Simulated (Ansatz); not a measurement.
An Ansatz input:

```yaml
crystal:
  lattice:
    - [5.6054350768, 0.0, 0.0]
    - [-2.8027175384, 4.8544491757, 0.0]
    - [0.0, 0.0, 3.2909417825]
  atoms:
    - { symbol: Te, position: [0.0, 0.0, 0.0] }
    - { symbol: Te, position: [0.3333333333, 0.6666666667, 0.5] }
    - { symbol: Te, position: [0.6666666667, 0.3333333333, 0.5] }
hamiltonian:
  xc: rpbe
  pseudopotentials:
    kind: paw
    azcp:
      Te: "pseudopotentials/Te.paw.azcp"
basis:
  ecutwfc: 420
  fft_grid_basis: typed
kpoints:
  mp_grid: { grid: [9, 9, 13], shift: [0, 0, 0] }
magnetization:
  spin_polarized: false
scf:
  occupations: { method: fermi_dirac, width: 0.1 }
```

Terminal output

```
Engine: ansatz 0.2.0, aarch64-unknown-linux-gnu
Pseudopotentials: kind: paw
Pseudopotential: Te, paw, valence charge 16, recommended cutoff 420 eV (normal) 
Functional definition: RPBE
  parameter kappa = 0.804
  parameter beta = 0.06672455060314922
  exchange = rpbe_x(kappa = kappa, mu = beta*pi^2/3)
  correlation = pbe_c(beta = beta)
Crystal: 3 atoms, lattice volume = 89.551 Å³
Basis set: ecut = 420 eV, 1751 PW (Γ)
Bands: 28, of which v1, the nominal top of the filled ones, is band 24 counted from 1 (23 counted from 0)
Symmetry: 24 space group operations
Space group: P6/mmm (ITA 191), of the structure as read, at distance tolerance 4.5e-5 Å
k-points: 84 of 1053
Non-local potential: Te, projectors of the file, l = 0: 2, l = 1: 2, l = 2: 2, l = 3: 2
PAW form: soft (Blöchl's): semilocal exchange-correlation on the pseudo side does not see the compensation charge
PAW frozen core: Te, regenerated for the run's functional, and the local potential with it (the file was generated under x = pbe(κ = 0.804, μ = 0.2195149727645171), c = pbe(β = 0.06672455060314922))
PAW one-centre angular grid: Te, 590 points (default); XC on 64 Gauss nodes
Initial density: superposition of atomic densities (neutral atoms: chi_scale 0, normalization atom), corrected by the library's trained network
Initial wavefunctions: pseudopotential atomic-orbital guess
Functional: x = rpbe, c = pbe(β = 0.06672455060314922)
SCF iter   1: F=—  HF=-20965.332833 eV  |F-HF|=—  |Δ(HF+E_count)|=         —  Δρ=2.03e-3  dr2=3.78e-3  ethr=1.77e-3  ⟨swp⟩=6.7  Hψ=10093  notcnv=0
SCF iter   2: F=—  HF=-20965.330823 eV  |F-HF|=—  |Δ(HF+E_count)|=   2.01e-3  Δρ=1.08e-3  dr2=1.16e-3  ethr=7.87e-6  ⟨swp⟩=2.0  Hψ=4957  notcnv=0
SCF iter   3: F=—  HF=-20965.331348 eV  |F-HF|=—  |Δ(HF+E_count)|=   5.24e-4  Δρ=4.59e-4  dr2=1.77e-4  ethr=2.41e-6  ⟨swp⟩=2.0  Hψ=2817  notcnv=0
SCF iter   4: F=—  HF=-20965.331467 eV  |F-HF|=—  |Δ(HF+E_count)|=   1.19e-4  Δρ=1.12e-4  dr2=1.58e-5  ethr=3.68e-7  ⟨swp⟩=2.0  Hψ=3119  notcnv=0
SCF iter   5: F=—  HF=-20965.331471 eV  |F-HF|=—  |Δ(HF+E_count)|=   3.52e-6  Δρ=3.71e-5  dr2=1.79e-6  ethr=3.28e-8  ⟨swp⟩=2.0  Hψ=3099  notcnv=0
SCF iter   6: F=—  HF=-20965.331471 eV  |F-HF|=—  |Δ(HF+E_count)|=   2.18e-7  Δρ=1.36e-5  dr2=3.28e-7  ethr=3.72e-9  ⟨swp⟩=3.0  Hψ=4880  notcnv=0
SCF iter   7: F=-20965.331471 eV  HF=-20965.331471 eV  |F-HF|=7.24e-9  |Δ(HF+E_count)|=   3.27e-8  Δρ=3.91e-6  dr2=1.71e-8  ethr=2.08e-10  ⟨swp⟩=3.0  Hψ=5421  notcnv=0
SCF 1 converged in 7 iterations: F = -20965.331471 eV  dr2 = 1.71e-8
SCF converged after 7 iterations
Free energy (F): -20965.331471 eV
Harris-Foulkes:  -20965.331471 eV  (|F-HF|=7.24e-9)
Internal energy: -20965.247043 eV  (E = F + TS)
E sigma→0 (E₀):  -20965.289257 eV
Entropy (-TS):   -0.084428 eV (-28.143 meV/atom)
Fermi energy:    10.575118 eV
--- Per-component energies (eV) ---
  E_band       = -710.054138
  E_kinetic    = 537.518034
  E_local      = -3220.100695  (includes V_loc(G=0)·N_el)
  E_nonlocal   = -934.967339
  E_hartree    = 2176.316852
  E_xc         = -371.658907
  E_vxc        = -309.824064  (∫ρ·V_xc dr)
  E_paw        = -14011.808507  (= ΣΔE_a)
  E_vpaw       = -1135.309225  (= ΣTr[D̂ρ^β])
  E_aug_tail   = -0.000553  (compensation charges beyond the density's cutoff)
  E_ewald      = -5140.428974
  E_core_change = -0.116953  (= ΣΔE_core)
  E_smearing   = -0.084428  (= −TS)
  E_closure    = -0.000000  (closes the sum)
  Σ components = -20965.331471   (vs F -20965.331471, Δ=0.00e0)
```
